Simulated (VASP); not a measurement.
# BaTiO3 (P4mm) in VASP: notebook

The runs below take BaTiO3 through relaxation of shape and atoms at fixed volume, with PBE.

Everything below comes from runs of VASP 6.6.1. Logs are shortened: lines on timing, memory, paths and dates and some standing lists are left out, and cuts for length are marked.

## (1) The undisturbed crystal

It takes space group P4mm (No. 99, tetragonal). The conventional cell has a = 4.000 Å, b = 4.000 Å, c = 4.018 Å, α = 90.00°, β = 90.00°, γ = 90.00°. Ba (site symmetry 4mm) is surrounded by 12 O at 2.79 to 2.88 Å. Ti (site symmetry 4mm) has 6 O at 1.89 to 2.13 Å as nearest neighbours. O (site symmetry 4mm) is surrounded by 2 Ti at 1.89 to 2.13 Å. O (site symmetry 2mm) is surrounded by 2 Ti at 2.00 Å.

## (2) Relaxation of shape and atoms at fixed volume, PBE (a relaxed cell with its volume scaled by 0.94)

INCAR

```
SYSTEM = BaTiO3
PREC = Accurate ; ENCUT = 300
EDIFF = 1E-7 ; ISMEAR = 0
SIGMA = 0.03 ; LREAL = .False.
LASPH = .True. ; NELM = 80
ALGO = Normal ; ISIF = 4
LWAVE = .False. ; LCHARG = .False.
GGA = PE ; IBRION = 2
NSW = 40 ; EDIFFG = -0.01
KPAR = 2
```

KPOINTS

```
regular mesh
0
Gamma
  4 4 4
  0 0 0
```

POSCAR

```
BaTiO3                                  
1.0
    3.9163123259      0.0000000000      0.0000000000
    0.0000000000      3.9163123259     -0.0000000000
    0.0000000000     -0.0000000000      4.0692452478
  Ba              Ti              O             
     1     1     3
Direct
     0.0000000000000000    0.0000000000000000    0.9945700298220147
     0.5000000000000000    0.5000000000000000    0.4767435513628115
     0.5000000000000000    0.5000000000000000    0.0347048149443065
     0.5000000000000000    0.0000000000000000    0.5184908019354367
     0.0000000000000000    0.5000000000000000    0.5184908019354367
```

Potentials or basis: VASP PAW PBE potentials, release 64 (Ba_sv, Ti_sv, O_s).

The run is started by

```console
> cat potpaw_PBE.64/Ba_sv/POTCAR potpaw_PBE.64/Ti_sv/POTCAR potpaw_PBE.64/O_s/POTCAR > POTCAR
> mpirun -np 2 vasp_std > vasp.out
```

OUTCAR:

```text
SYSTEM = BaTiO3
   PREC = Accurate
   ENCUT = 300
   EDIFF = 1E-7
   ISMEAR = 0
   LREAL = .False.
   LASPH = .True.
   NELM = 80
   ISIF = 4
   GGA = PE
   IBRION = 2
   NSW = 40
   EDIFFG = -0.01

 ion  position               nearest neighbor table
   1  0.000  0.000  0.995-   4 2.75   5 2.75   5 2.75   4 2.75   3 2.77   3 2.77   3 2.77   3 2.77
                             4 2.89   5 2.89   5 2.89   4 2.89   2 3.39   2 3.39   2 3.39   2 3.39
   2  0.500  0.500  0.477-   3 1.80   4 1.97   5 1.97   4 1.97   5 1.97   3 2.27   1 3.39   1 3.39
                             1 3.39   1 3.39   1 3.48   1 3.48   1 3.48   1 3.48
   3  0.500  0.500  0.035-   2 1.80   2 2.27   1 2.77   1 2.77   1 2.77   1 2.77
   4  0.500  0.000  0.518-   2 1.97   2 1.97   1 2.75   1 2.75   1 2.89   1 2.89
   5  0.000  0.500  0.518-   2 1.97   2 1.97   1 2.75   1 2.75   1 2.89   1 2.89

  LATTYP: Found a simple tetragonal cell.
 ALAT       =     3.9163123259
 C/A-ratio  =     1.0390502363

  Lattice vectors:

 A1 = (   3.9163123259,   0.0000000000,   0.0000000000)
 A2 = (   0.0000000000,   3.9163123259,   0.0000000000)
 A3 = (   0.0000000000,   0.0000000000,   4.0692452478)

Analysis of symmetry for initial positions (statically):
=====================================================================
 Subroutine PRICEL returns:
 Original cell was already a primitive cell.

 Routine SETGRP: Setting up the symmetry group for a
 simple tetragonal supercell.

 Subroutine GETGRP returns: Found  8 space group operations
 (whereof  8 operations were pure point group operations)
 out of a pool of 16 trial point group operations.

The static configuration has the point symmetry C_4v.

Analysis of symmetry for dynamics (positions and initial velocities):
=====================================================================
 Subroutine PRICEL returns:
 Original cell was already a primitive cell.

 Routine SETGRP: Setting up the symmetry group for a
 simple tetragonal supercell.

 Subroutine GETGRP returns: Found  8 space group operations
 (whereof  8 operations were pure point group operations)
 out of a pool of 16 trial point group operations.

The dynamic configuration has the point symmetry C_4v.

 Subroutine INISYM returns: Found  8 space group operations
 (whereof  8 operations are pure point group operations),
 and found     1 'primitive' translations

----------------------------------------------------------------------------------------

                                     Primitive cell

  volume of cell :      62.4121

  direct lattice vectors                    reciprocal lattice vectors
     3.916312326  0.000000000  0.000000000     0.255342250  0.000000000  0.000000000
     0.000000000  3.916312326  0.000000000     0.000000000  0.255342250  0.000000000
     0.000000000  0.000000000  4.069245248     0.000000000  0.000000000  0.245745817

  length of vectors
     3.916312326  3.916312326  4.069245248     0.255342250  0.255342250  0.245745817

  position of ions in fractional coordinates (direct lattice)
     0.000000000  0.000000000  0.994570030
     0.500000000  0.500000000  0.476743551
     0.500000000  0.500000000  0.034704815
     0.500000000  0.000000000  0.518490802
     0.000000000  0.500000000  0.518490802

  ion indices of the primitive-cell ions
   primitive index   ion index
                 1           1
                 2           2
                 3           3
                 4           4
                 5           5

----------------------------------------------------------------------------------------

 KPOINTS: regular mesh

Automatic generation of k-mesh.
 Grid dimensions read from file:
 generate k-points for:    4    4    4

 Generating k-lattice:

  Cartesian coordinates                     Fractional coordinates (reciprocal lattice)
     0.063835562  0.000000000  0.000000000     0.250000000  0.000000000  0.000000000
     0.000000000  0.063835562  0.000000000     0.000000000  0.250000000  0.000000000
     0.000000000  0.000000000  0.061436454     0.000000000  0.000000000  0.250000000

  Length of vectors
     0.063835562  0.063835562  0.061436454

  Shift w.r.t. Gamma in fractional coordinates (k-lattice)
     0.000000000  0.000000000  0.000000000

 Subroutine IBZKPT returns following result:
 ===========================================

 Found     18 irreducible k-points:

 Following reciprocal coordinates:
            Coordinates               Weight
  0.000000  0.000000  0.000000      1.000000
  0.250000  0.000000  0.000000      4.000000
  0.500000  0.000000  0.000000      2.000000
  0.250000  0.250000  0.000000      4.000000
  0.500000  0.250000  0.000000      4.000000
  0.500000  0.500000  0.000000      1.000000
[... 10 lines left out ...]
  0.500000  0.250000  0.500000      4.000000
  0.500000  0.500000  0.500000      1.000000
   k-points           NKPTS =     18   k-points in BZ     NKDIM =     18   number of bands    NBANDS=     24
   number of dos      NEDOS =    301   number of ions     NIONS =      5
   total plane-waves  NPLWV =  13824
   dimension x,y,z NGX =    24 NGY =   24 NGZ =   24
   dimension x,y,z NGXF=    48 NGYF=   48 NGZF=   48
   ions per type =               1   1   3
   NGX,Y,Z   is equivalent  to a cutoff of  10.19, 10.19,  9.81 a.u.
   NGXF,Y,Z  is equivalent  to a cutoff of  20.38, 20.38, 19.61 a.u.
 SYSTEM =  BaTiO3
   PREC   = accura    normal or accurate (medium, high low for compatibility)
   ISTART =      0    job   : 0-new  1-cont  2-samecut
   ICHARG =      2    charge: 1-file 2-atom 10-const
   ISPIN  =      1    spin polarized calculation?
   LNONCOLLINEAR =      F non collinear calculations
   LSORBIT =      F    spin-orbit coupling
   LASPH  =      T    aspherical Exc in radial PAW
   ENCUT  =  300.0 eV  22.05 Ry    4.70 a.u.   5.53  5.53  5.75*2*pi/ulx,y,z
   NELM   =     80;   NELMIN=  2; NELMDL= -5     # of ELM steps
   EDIFF  = 0.1E-06   stopping-criterion for ELM
   LREAL  =      F    real-space projection
   EDIFFG = -.1E-01   stopping-criterion for IOM
   NSW    =     40    number of steps for IOM
   IBRION =      2    ionic relax: 0-MD 1-quasi-New 2-CG
   NFREE  =      1    steps in history (QN), initial steepest desc. (CG)
   ISIF   =      4    stress and relaxation
   ISYM   =      2    0-nonsym 1-usesym 2-fastsym
   POTIM  = 0.5000    time-step for ionic-motion
   TEBEG  =    0.0;   TEEND  =   0.0 temperature during run
   PSTRESS=    0.0 pullay stress
   NELECT =      40.0000    total number of electrons
   NUPDOWN=      -1.0000    fix difference up-down
   EMIN   =  10.00;   EMAX   =-10.00  energy-range for DOS
   EFERMI =   0.00;   METHOD = LEGACY
   ISMEAR =     0;   SIGMA  =   0.03  broadening in eV -4-tet -1-fermi 0-gaus
   EFERMI_NEDOS =   21; number of points for ismear=-14 and -15
   IALGO  =     38    algorithm
   IMIX   =      4    mixing-type and parameters
     AMIX     =   0.40;   BMIX     =  1.00
     AMIX_MAG =   1.60;   BMIX_MAG =  1.00
  volume/ion in A,a.u.               =      12.48        84.24
  Fermi-wavevector in a.u.,A,eV,Ry     =   1.411471  2.667294 27.106216  1.992251
  Thomas-Fermi vector in A             =   2.533319
   LORBIT       =      0    0 simple, 1 ext, 2 COOP (PROOUT), +10 PAW based schemes
   GGA     = PE    functional components
   LHFCALC =     F    Hartree Fock is set to
   AEXX    =    0.0000 exact exchange contribution
   IVDW    =     0    specifies the selected vdW correction
   LEPSILON=     F    determine dielectric tensor
   LRPA    =     F    only Hartree local field effects (RPA)
 conjugate gradient relaxation of ions
 non-spin polarized calculation
 Gauss-broadening in eV      SIGMA  =   0.03
  energy-cutoff  :      300.00
  volume of cell :       62.41
 maximum number of plane-waves:       751
 NGX is ok and might be reduce to    24
   NGX = 11   NGY = 11   NGZ = 11

--------------------------------------- Ionic step        1  -------------------------------------------

 number of electron      39.9999957 magnetization

 Free energy of the ion-electron system (eV)
  ---------------------------------------------------
  ext. energy  EPLUGINS =         0.00000000
  ---------------------------------------------------
  free energy    TOTEN  =       -39.83563449 eV

  energy without entropy =      -39.83563449  energy(sigma->0) =      -39.83563449

------------------------ aborting loop because EDIFF is reached ----------------------------------------

  FORCE on cell =-STRESS in cart. coord.  units (eV):
  Direction    XX          YY          ZZ          XY          YZ          ZX
  --------------------------------------------------------------------------------------
  -------------------------------------------------------------------------------------
  Total        4.5218309      4.5218309      4.4677703      0.0000000      0.0000000      0.0000000
  in kB      116.0797321    116.0797321    114.6919442      0.0000000      0.0000000      0.0000000
  external PRESSURE =     115.6171361 kB  Pullay stress =       0.0000000 kB
[... 297 lines left out ...]
  energy  without entropy=      -39.8706451619  energy(sigma->0) =      -39.87064516

--------------------------------------- Ionic step        9  -------------------------------------------

 number of electron      39.9999965 magnetization

 Free energy of the ion-electron system (eV)
  ---------------------------------------------------
  ext. energy  EPLUGINS =         0.00000000
  ---------------------------------------------------
  free energy    TOTEN  =       -39.87065416 eV

  energy without entropy =      -39.87065416  energy(sigma->0) =      -39.87065416

 E-fermi :   4.5517     XC(G=0): -11.4042

 val. band max:        4.3798940795   @ k =   0.5000   0.5000   0.5000
 cond. band min:       6.1937516105   @ k =   0.0000   0.0000   0.0000
 fundamental gap:      1.8138575311
 Fermi energy:         4.5517335657

 k-point     1 :       0.0000    0.0000    0.0000
  band No.  band energies     occupation
      1     -52.0915      2.00000
      2     -28.3847      2.00000
      3     -28.3532      2.00000
      4     -28.3532      2.00000
      5     -20.4454      2.00000
      6     -12.6106      2.00000
[... 507 lines left out ...]
  FREE ENERGIE OF THE ION-ELECTRON SYSTEM (eV)
  ---------------------------------------------------
  free  energy   TOTEN  =       -39.8706541612 eV

  energy  without entropy=      -39.8706541612  energy(sigma->0) =      -39.87065416

 reached required accuracy - stopping structural energy minimisation
```

It took 33 s on 2 MPI ranks of Intel Xeon Platinum 8488C (Sapphire Rapids), shared host; peak memory 0.13 GiB.

The run converged, but some of its settings lie outside the range that counts as converged, so its numbers aren't taken as properties of the crystal.

What came out:

- Free energy: -39.8707 eV
- Energy gained by relaxing: 7.0 meV/atom
- Ionic steps: 9
- Largest force after relaxing: 0.006 eV/Å
- Band gap on the k mesh: 1.81 eV, indirect (least direct gap 2.11 eV)

Caveat: the cutoff is under 1.25 times the usual one of these potentials, so pressure, stress and relaxed cells hold a basis-set (Pulay) error; spin-orbit coupling is left out, which moves the levels of the heavy elements.

(Part 1 of 2 ends here.)
